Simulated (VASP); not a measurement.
# Mn (P6_3/mmc) in VASP: a series of runs

The runs below take Mn through single point, with PBE.

All numbers are computed with VASP 6.6.1; they aren't measurements. Logs are shortened: lines on timing, memory, paths and dates and some standing lists are left out, and cuts for length are marked.

## (1) The structure

It takes space group P6_3/mmc (No. 194, hexagonal). The conventional cell has a = 2.484 Å, b = 2.484 Å, c = 4.026 Å, α = 90.00°, β = 90.00°, γ = 120.00°. Mn (site symmetry -6m2) is surrounded by 12 Mn at 2.47 to 2.48 Å.

This isn't the form of Mn at room conditions, which is a 58-atom cubic cell.

## (2) Single point, PBE, collinear spin, ferromagnetic start

The input, INCAR:

```
PREC = Accurate
ENCUT = 460
EDIFF = 1E-5
ISMEAR = 1
SIGMA = 0.1
LREAL = F
LASPH = T
NELM = 100
ALGO = Normal
ISIF = 2
LWAVE = F
LCHARG = F
ISPIN = 2
MAGMOM = 4 4
LORBIT = 11
LMAXMIX = 4
GGA = PE
ADDGRID = F
```

The input, KPOINTS:

```
regular mesh
0
Gamma
  9 9 5
```

The input, POSCAR:

```
Mn
1.0
    2.4836457705      0.0000000000      0.0000000000
   -1.2418228853      2.1509003313      0.0000000000
    0.0000000000      0.0000000000      4.0261950000
Mn
2
Direct
    0.3276130000      0.6533230000      0.2419640000
    0.6727760000      0.3616470000      0.7542400000
```

Potentials or basis: VASP PAW PBE potentials, release 64 (Mn_pv).

Command:

```sh
> cat potpaw_PBE.64/Mn_pv/POTCAR > POTCAR
> mpirun -np 1 vasp_std > vasp.out
```

OUTCAR:

```text
PREC = Accurate
   ENCUT = 460
   EDIFF = 1E-5
   ISMEAR = 1
   LREAL = F
   LASPH = T
   NELM = 100
   ISIF = 2
   ISPIN = 2
   LORBIT = 11
   GGA = PE

 Found    203 irreducible k-points:

 Following reciprocal coordinates:
            Coordinates               Weight
  0.000000  0.000000  0.000000      1.000000
  0.111111  0.000000  0.000000      2.000000
  0.000000  0.111111  0.000000      2.000000
 -0.111111  0.111111  0.000000      2.000000
  0.222222  0.000000  0.000000      2.000000
  0.000000  0.222222  0.000000      2.000000
   k-points           NKPTS =    203   k-points in BZ     NKDIM =    203   number of bands    NBANDS=     21
   number of dos      NEDOS =    301   number of ions     NIONS =      2
   total plane-waves  NPLWV =   9072
   dimension x,y,z NGX =    18 NGY =   18 NGZ =   28
   dimension x,y,z NGXF=    36 NGYF=   36 NGZF=   56
   ions per type =               2
   NGX,Y,Z   is equivalent  to a cutoff of  12.05, 12.05, 11.56 a.u.
   NGXF,Y,Z  is equivalent  to a cutoff of  24.10, 24.10, 23.12 a.u.
 SYSTEM =  unknown system
   PREC   = accura    normal or accurate (medium, high low for compatibility)
   ISTART =      0    job   : 0-new  1-cont  2-samecut
   ICHARG =      2    charge: 1-file 2-atom 10-const
   ISPIN  =      2    spin polarized calculation?
   LNONCOLLINEAR =      F non collinear calculations
   LSORBIT =      F    spin-orbit coupling
   LASPH  =      T    aspherical Exc in radial PAW
   ENCUT  =  460.0 eV  33.81 Ry    5.81 a.u.   4.34  4.34  7.04*2*pi/ulx,y,z
   NELM   =    100;   NELMIN=  2; NELMDL= -5     # of ELM steps
   EDIFF  = 0.1E-04   stopping-criterion for ELM
   LREAL  =      F    real-space projection
   EDIFFG = 0.1E-03   stopping-criterion for IOM
   NSW    =      0    number of steps for IOM
   IBRION =     -1    ionic relax: 0-MD 1-quasi-New 2-CG
   NFREE  =      0    steps in history (QN), initial steepest desc. (CG)
   ISIF   =      2    stress and relaxation
   ISYM   =      2    0-nonsym 1-usesym 2-fastsym
   POTIM  = 0.5000    time-step for ionic-motion
   TEBEG  =    0.0;   TEEND  =   0.0 temperature during run
   PSTRESS=    0.0 pullay stress
   NELECT =      26.0000    total number of electrons
   NUPDOWN=      -1.0000    fix difference up-down
   EMIN   =  10.00;   EMAX   =-10.00  energy-range for DOS
   EFERMI =   0.00;   METHOD = LEGACY
   ISMEAR =     1;   SIGMA  =   0.10  broadening in eV -4-tet -1-fermi 0-gaus
   EFERMI_NEDOS =   21; number of points for ismear=-14 and -15
   IALGO  =     38    algorithm
   IMIX   =      4    mixing-type and parameters
     AMIX     =   0.40;   BMIX     =  1.00
     AMIX_MAG =   1.60;   BMIX_MAG =  1.00
  volume/ion in A,a.u.               =      10.75        72.57
  Fermi-wavevector in a.u.,A,eV,Ry     =   1.743938  3.295565 41.379665  3.041320
  Thomas-Fermi vector in A             =   2.815914
   LORBIT       =     11    0 simple, 1 ext, 2 COOP (PROOUT), +10 PAW based schemes
   GGA     = PE    functional components
   LHFCALC =     F    Hartree Fock is set to
   AEXX    =    0.0000 exact exchange contribution
   IVDW    =     0    specifies the selected vdW correction
   LEPSILON=     F    determine dielectric tensor
   LRPA    =     F    only Hartree local field effects (RPA)
 spin polarized calculation
 Methfessel and Paxton  Order N= 1 SIGMA  =   0.10
  energy-cutoff  :      460.00
  volume of cell :       21.51
 maximum number of plane-waves:       513
 NGX is ok and might be reduce to    18
   NGX =  9   NGY =  9   NGZ = 15

 number of electron      25.9999988 magnetization       1.2104529

 number of electron      25.9999988 magnetization      -0.0022008

 Free energy of the ion-electron system (eV)
  ---------------------------------------------------
  ext. energy  EPLUGINS =         0.00000000
  ---------------------------------------------------
  free energy    TOTEN  =       -17.86908012 eV

  energy without entropy =      -17.86899007  energy(sigma->0) =      -17.86905010

 E-fermi :  10.3367     XC(G=0): -14.0131

 val. band max:       10.3292495346   @ k =   0.1111   0.4444   0.4000
 cond. band min:      10.3371252181   @ k =  -0.4444  -0.4444   0.4000
 fundamental gap:      0.0078756835
 Fermi energy:        10.3367045366

 spin component 1

 k-point     1 :       0.0000    0.0000    0.0000
  band No.  band energies     occupation
      1     -37.9260      1.00000
      2     -37.2601      1.00000
      3     -37.2458      1.00000
      4     -37.1704      1.00000
      5     -37.1433      1.00000
      6     -37.1282      1.00000
[... 13 lines left out ...]
     20      31.0943      0.00000
     21      34.3022      0.00000

 k-point     2 :       0.1111    0.0000    0.0000
  band No.  band energies     occupation
      1     -37.8953      1.00000
      2     -37.3215      1.00000
      3     -37.2721      1.00000
      4     -37.2168      1.00000
      5     -37.1623      1.00000
      6     -37.1517      1.00000
[... 13 lines left out ...]
     20      29.9434      0.00000
     21      32.8714      0.00000

 k-point     3 :       0.0000    0.1111    0.0000
  band No.  band energies     occupation
      1     -37.8985      1.00000
      2     -37.3157      1.00000
      3     -37.2788      1.00000
      4     -37.2345      1.00000
      5     -37.1521      1.00000
      6     -37.1396      1.00000
[... 13 lines left out ...]
     20      30.1338      0.00000
     21      32.4100      0.00000

 k-point     4 :      -0.1111    0.1111    0.0000
  band No.  band energies     occupation
      1     -37.8944      1.00000
      2     -37.3247      1.00000
      3     -37.2693      1.00000
      4     -37.2108      1.00000
      5     -37.1655      1.00000
      6     -37.1550      1.00000
[... 13 lines left out ...]
     20      29.8819      0.00000
     21      33.0258      0.00000

 k-point     5 :       0.2222    0.0000    0.0000
  band No.  band energies     occupation
      1     -37.8111      1.00000
      2     -37.4886      1.00000
      3     -37.3802      1.00000
      4     -37.3243      1.00000
      5     -37.1975      1.00000
      6     -37.1849      1.00000
[... 13 lines left out ...]
     20      25.9920      0.00000
     21      30.5611      0.00000

 k-point     6 :       0.0000    0.2222    0.0000
  band No.  band energies     occupation
      1     -37.8243      1.00000
      2     -37.4913      1.00000
      3     -37.3942      1.00000
      4     -37.3273      1.00000
      5     -37.1789      1.00000
      6     -37.1690      1.00000
[... 13 lines left out ...]
     20      26.0570      0.00000
     21      30.5258      0.00000

 [... further k-points ...]

 spin component 2

 k-point     1 :       0.0000    0.0000    0.0000
  band No.  band energies     occupation
      1     -37.9263      1.00000
      2     -37.2611      1.00000
      3     -37.2471      1.00000
      4     -37.1717      1.00000
      5     -37.1437      1.00000
      6     -37.1292      1.00000
[... 13 lines left out ...]
     20      31.0939      0.00000
     21      34.3049      0.00000

 k-point     2 :       0.1111    0.0000    0.0000
  band No.  band energies     occupation
      1     -37.8956      1.00000
      2     -37.3226      1.00000
      3     -37.2733      1.00000
      4     -37.2180      1.00000
      5     -37.1632      1.00000
      6     -37.1522      1.00000
[... 13 lines left out ...]
     20      29.9429      0.00000
     21      32.8710      0.00000

 k-point     3 :       0.0000    0.1111    0.0000
  band No.  band energies     occupation
      1     -37.8988      1.00000
      2     -37.3170      1.00000
      3     -37.2798      1.00000
      4     -37.2358      1.00000
      5     -37.1525      1.00000
      6     -37.1406      1.00000
[... 13 lines left out ...]
     20      30.1335      0.00000
     21      32.4097      0.00000

 k-point     4 :      -0.1111    0.1111    0.0000
  band No.  band energies     occupation
      1     -37.8948      1.00000
      2     -37.3257      1.00000
      3     -37.2706      1.00000
      4     -37.2120      1.00000
      5     -37.1667      1.00000
      6     -37.1554      1.00000
[... 13 lines left out ...]
     20      29.8815      0.00000
     21      33.0254      0.00000

 k-point     5 :       0.2222    0.0000    0.0000
  band No.  band energies     occupation
      1     -37.8115      1.00000
      2     -37.4897      1.00000
      3     -37.3814      1.00000
      4     -37.3255      1.00000
      5     -37.1982      1.00000
      6     -37.1857      1.00000
[... 13 lines left out ...]
     20      25.9914      0.00000
     21      30.5608      0.00000

 k-point     6 :       0.0000    0.2222    0.0000
  band No.  band energies     occupation
      1     -37.8246      1.00000
      2     -37.4926      1.00000
      3     -37.3955      1.00000
      4     -37.3283      1.00000
      5     -37.1792      1.00000
      6     -37.1700      1.00000
[... 13 lines left out ...]
     20      26.0567      0.00000
     21      30.5253      0.00000

 [... further k-points ...]

------------------------ aborting loop because EDIFF is reached ----------------------------------------

  FORCE on cell =-STRESS in cart. coord.  units (eV):
  Direction    XX          YY          ZZ          XY          YZ          ZX
  --------------------------------------------------------------------------------------
  -------------------------------------------------------------------------------------
  Total       -0.0060623     -0.3632957     -0.3950497     -0.0151174      0.0810623     -0.0154329
  in kB       -0.4515857    -27.0623844    -29.4277846     -1.1261133      6.0384389     -1.1496160
  external PRESSURE =     -18.9805849 kB  Pullay stress =       0.0000000 kB

 VOLUME and BASIS-vectors are now :
 -----------------------------------------------------------------------------
  energy-cutoff  :      460.00
  volume of cell :       21.51
      direct lattice vectors                 reciprocal lattice vectors
     2.483645770  0.000000000  0.000000000     0.402633907  0.232460795  0.000000000
    -1.241822885  2.150900331  0.000000000     0.000000000  0.464921589  0.000000000
     0.000000000  0.000000000  4.026195000     0.000000000  0.000000000  0.248373464

 POSITION                                       TOTAL-FORCE (eV/Angst)
 -----------------------------------------------------------------------------------
      0.00236      1.40523      0.97419        -0.044101      0.185734      0.148782
      1.22184      0.77787      3.03672         0.044101     -0.185734     -0.148782
 -----------------------------------------------------------------------------------
    total drift:                                0.000197     -0.000110     -0.000057

  FREE ENERGIE OF THE ION-ELECTRON SYSTEM (eV)
  ---------------------------------------------------
  free  energy   TOTEN  =       -17.8690801185 eV

  energy  without entropy=      -17.8689900731  energy(sigma->0) =      -17.86905010

 total charge

# of ion       s       p       d       tot
------------------------------------------
    1        0.427   6.401   5.160  11.988
    2        0.427   6.401   5.160  11.988
--------------------------------------------------
tot          0.855  12.802  10.319  23.976

 magnetization (x)

# of ion       s       p       d       tot
------------------------------------------
    1       -0.000  -0.000  -0.001  -0.001
    2       -0.000  -0.000  -0.001  -0.001
--------------------------------------------------
tot         -0.000  -0.000  -0.001  -0.002
```

Wall time 3.6 min (1 thread of AMD EPYC, shared host); peak memory 0.18 GiB.

These settings aren't checked as converged: the numbers below hold their error.

What came out:

| Quantity | Value |
| --- | --- |
| Free energy | -17.8691 eV |
| Pressure | -1.9 GPa |
| Largest force | 0.242 eV/Å |
| Band gap on the k mesh | none (metal or under the smearing width) |
| Net moment | 0.00 μB per cell |
| Valence electrons inside the program's atomic spheres | Mn 11.99 |

Caveat: the starting moments collapsed, and a magnetic state may lie lower.

## (3) Single point, PBE, collinear spin, ferromagnetic start

INCAR: that of step 2 with these lines changed.

```diff
@@ -2,3 +2,3 @@
 ENCUT = 460
-EDIFF = 1E-5
+EDIFF = 1E-6
 ISMEAR = 1
@@ -17,2 +17,2 @@
 GGA = PE
-ADDGRID = F
+ADDGRID = T
```

KPOINTS is that of step 2.

The input, POSCAR:

```
Mn
1.0
    2.4836457705      0.0000000000      0.0000000000
   -1.2418228853      2.1509003313      0.0000000000
    0.0000000000      0.0000000000      4.0261950000
Mn
2
Direct
    0.3333333333      0.6666666667      0.2500000000
    0.6666666667      0.3333333333      0.7500000000
```

Potentials or basis: VASP PAW PBE potentials, release 64 (Mn_pv).

Command:

```sh
> cat potpaw_PBE.64/Mn_pv/POTCAR > POTCAR
> mpirun -np 1 vasp_std > vasp.out
```

Run time: 57 s. Hardware: 1 thread of AMD EPYC, shared host; peak memory 0.14 GiB.

The run converged, but some of its settings lie outside the range that counts as converged, so its numbers aren't taken as properties of the crystal.

What came out:

- Free energy: -17.8809 eV
- Pressure: -2.0 GPa
- Band gap on the k mesh: none (metal or under the smearing width)
- Net moment: 0.00 μB per cell
- Valence electrons inside the program's atomic spheres: Mn 11.98

Caveat: the starting moments collapsed, and a magnetic state may lie lower.
